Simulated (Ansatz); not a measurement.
**Stationary points along a deformation path in P**

Computed with DFT PBE+D3(BJ), scalar-relativistic, plane waves, PAW in Ansatz. Cutoff 420 eV, Γ-centred 28×28×28 k-points, Gaussian smearing of 0.15 eV. No spin polarisation. Energies are free energies at this smearing, counted from the undisturbed cell; pressure is positive in compression.

The starting cell (relaxed at this level; this form isn't the usual structure):

```xyz
2
Lattice="-1.7067 2.4242 1.7202 1.7067 -2.4242 1.7202 1.7067 2.4242 -1.7202" Properties=species:S:1:pos:R:3 pbc="T T T"
P     0.0000    3.6363    0.0841
P     1.7067   -1.2121    1.6361
```

At fixed volume and fractional coordinates, lengths along (0.000, 0.000, 1.000) are scaled against those across it; ρ is that ratio over its starting value. V = 14.234 Å³/atom. Δσ is the stress along the axis less the mean stress across it (compression positive).

| ρ | ΔE (meV/atom) | Δσ (GPa) | space group |
| --- | --- | --- | --- |
| 0.800 | 267.3 | 33.49 | Imma |
| 0.850 | 156.3 | 28.09 | Imma |
| 0.920 | 44.4 | 18.19 | Imma |
| 0.960 | 10.3 | 8.74 | Imma |
| 1.000 | 0.0 | 0.07 | Imma |
| 1.050 | 10.9 | -7.25 | Imma |
| 1.100 | 39.5 | -13.37 | Imma |
| 1.200 | 137.6 | -24.49 | Imma |
| 1.300 | 270.5 | -30.73 | Imma |

Q: How does the stress give the slope of the energy, and where is the energy stationary?

A: Along the path d ln(length) is 2/3 d ln ρ on the axis and −1/3 d ln ρ across it, so dE/d ln ρ = −(2/3) V Δσ: the energy falls with ρ where Δσ is positive. Δσ vanishes or changes sign between ρ = 1.000 and 1.050, a minimum (near 1.00 by linear interpolation). Pairs of stationary points between two samples would go unseen, and could change a minimum read from distant neighbours into a maximum.

Q: Integrate that slope from ρ = 1 to 1.200 by the trapezoid rule.

A: With V/N in Å³ and 1 eV/Å³ = 160.2 GPa the slopes at ρ = 1.000, 1.050, 1.100, 1.200 are -4, 429, 792, 1450 meV/atom per unit of ln ρ. The steps add 10.4 + 28.4 + 97.6 = 136.3 meV/atom, against 137.6 from the energies; the trapezoid rule misses the curvature of the slope within each step.

Forces appear on the atoms along this scan, and letting them relax would lower the energy and soften the response. In a metal these slopes depend on the k mesh and the smearing.